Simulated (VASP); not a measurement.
SnSe, a slab with vacuum:

```
Sn Se
1.0
     4.23363    0.00000    0.00000
     0.00000    4.23363    0.00000
     0.00000    0.00000   11.00381
Sn Se
2 2
Direct
  0.50000 0.00000 0.37838
  0.00000 0.50000 0.62162
  0.50000 0.00000 0.62320
  0.00000 0.50000 0.37680
```

Base run:

| Property | Result |
| --- | --- |
| Program | VASP 6.6.1 |
| Functional | PBEsol |
| Potentials or basis | VASP PAW PBE potentials, release 64 (Sn_d, Se) |
| Cutoff | 700 eV |
| k mesh | 6 × 6 × 4 |
| Occupations | gaussian, width 0.02 eV |
| Spin | no spin polarisation |

Its results: band gap on the k mesh 1.48 eV, indirect (least direct gap 1.53 eV).

Question: The run is repeated on the same cell with these changes: cutoff from 700 eV to 520 eV; k mesh from 6 × 6 × 4 to 10 × 10 × 4. What comes out?

Answer: Band gap on the k mesh 0.64 eV, direct.

Caveats: spin-orbit coupling is left out, which moves the levels of the heavy elements.

A k mesh can miss the band edges.
